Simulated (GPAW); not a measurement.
Runs of GPAW 26.7.0 on C. It takes space group P6_3/mmc (No. 194, hexagonal). Conventional cell: a = 2.522 Å, b = 2.522 Å, c = 8.237 Å, α = 90.00°, β = 90.00°, γ = 120.00°. Around C (site symmetry 3m) lie 4 C at 1.54 Å. C (site symmetry 3m) has 4 C at 1.54 Å as nearest neighbours. This is a hexagonal form of diamond, not graphite.

```csv
task,level,potentials or basis,cell,k mesh,cutoff (eV),convergence,supercell,supercell k mesh,displacement,relaxed first,grid spacing,gap on the mesh (eV),pressure (GPa),relaxed volume (Å³/atom),largest force (eV/Å)
phonons,PBE+D3(BJ)+ATM,"GPAW PAW data sets (gpaw-data 1.2.1), fd",atoms relaxed,10 × 10 × 3,-,density=1e-06 eigenstates=1e-09,1 × 1 × 1,10 × 10 × 3,0.01,ions,0.16 Å,4.47,-,-,-
band structure,BEEF-vdW,"GPAW PAW data sets (gpaw-data 1.2.1), pw",as given,7 × 7 × 2,800,-,-,-,-,-,-,(b),-,-,(a)
relaxation of cell and atoms,revPBE+D3(BJ),"the program's PAW data sets (release 1.2.1) made for this functional, pw",relaxed,7 × 7 × 2,800,-,-,-,-,-,-,4.57,0.2,5.61,0.01
Wannier functions,vdW-DF2,"GPAW PAW data sets (gpaw-data 1.2.1), pw",as given,12 × 12 × 4,800,-,-,-,-,-,-,4.98,-,-,0.36
relaxation of cell and atoms,PBE+D4,"GPAW PAW data sets (gpaw-data 1.2.1), pw",relaxed,7 × 7 × 2,800,-,-,-,-,-,-,4.57,0.1,5.63,-
```

Alike in all rows: no spin polarisation; smearing fermi-dirac 0.05 eV.

Task: Estimate the missing entries.

Result: (a) 0.33; (b) 4.61.

Caveats: an odd mesh through Γ misses points on the zone boundary, where band edges often lie (some runs); the PAW data sets were made with another functional, which shifts forces and pressure a little (some runs); later steps reuse the first step's grids (some runs); the real-space grid adds noise to forces (some runs); Wannier best start found once (some runs).

Not every run made on this cell is shown here.
